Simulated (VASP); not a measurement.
The system is CdS (Greenockite).

```
Cd S
1.0
     4.15000    0.00000    0.00000
    -2.07500    3.59401    0.00000
     0.00000    0.00000    6.73700
Cd S
2 2
Direct
  0.66667 0.33333 0.50000
  0.33333 0.66667 0.00000
  0.66667 0.33333 0.87500
  0.33333 0.66667 0.37500
```

Base run:

| Property | Result |
| --- | --- |
| Program | VASP 6.6.1 |
| Functional | BLYP |
| Potentials or basis | VASP PAW PBE potentials, release 64 (Cd, S) |
| Cutoff | 520 eV |
| k mesh | 7 × 7 × 4 |
| Occupations | fermi-dirac, width 0.05 eV |
| Spin | no spin polarisation |

Its results: band gap on the k mesh 1.16 eV, direct; pressure 5.7 GPa; largest force 0.068 eV/Å.

Problem. The run is repeated on the same cell with these changes: functional from BLYP to r2SCAN. What comes out?

Solution. Band gap on the k mesh 1.65 eV, direct; pressure 1.0 GPa; largest force 0.073 eV/Å.

r2SCAN gives the wider gap, since meta-GGAs in the generalised Kohn-Sham scheme recover part of the derivative discontinuity.

Caveats: the PAW data sets were made with another functional, which shifts forces and pressure a little.

Not every run made on this cell is shown here.
